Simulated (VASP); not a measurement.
A run of VASP 6.6.1 is set up as follows.

The input INCAR:

```
SYSTEM = Be
PREC     = Accurate       ! precision mode
ENCUT    = 520            ! plane-wave cutoff, eV
EDIFF    = 1E-7           ! SCF threshold, eV
ISMEAR   = 0              ! smearing method
SIGMA    = 0.1            ! smearing width, eV
LREAL    = .FALSE.        ! projectors in reciprocal space
LASPH    = .TRUE.         ! aspherical terms in the spheres
NELM     = 120            ! most SCF steps
ALGO     = Normal         ! electronic algorithm
ISIF     = 3              ! what is computed and relaxed
LWAVE    = .FALSE.        ! write WAVECAR
LCHARG   = .FALSE.        ! write CHGCAR
GGA      = PE             ! functional
IBRION   = 2              ! ionic algorithm
NSW      = 60             ! ionic steps
EDIFFG   = -0.005         ! ionic threshold
POTIM    = 0.3            ! step
KPAR     = 2
```

Contents of KPOINTS:

```
regular mesh
0
G
  16 9 10
  0 0 0
```

POSCAR

```
Be                                      
1.0
    2.5333476454      0.0000000000      0.0000000000
    0.0000000000      3.5162701346      0.0000000000
    0.0000000000      0.0000000000      3.5137341914
  Be            
     4
Direct
     0.7498651903601513    0.7500005293621018    0.7498273808210224
     0.2501348096398487    0.2499994706378982    0.7498273808210224
     0.2498651903601512    0.7499994706378981    0.2501726191789775
     0.7501348096398487    0.2500005293621017    0.2501726191789775
```

Potentials or basis: VASP PAW PBE potentials, release 64 (Be).

Command:

```sh
$ cat potpaw_PBE.64/Be/POTCAR > POTCAR
$ mpirun -np 2 vasp_std > vasp.out
```

(1) Estimate the space group after relaxing (to 0.05 Å).

(2) Estimate the relaxed volume.

Results:

(1) I4/mmm (No. 139).

(2) 7.83 Å³/atom.
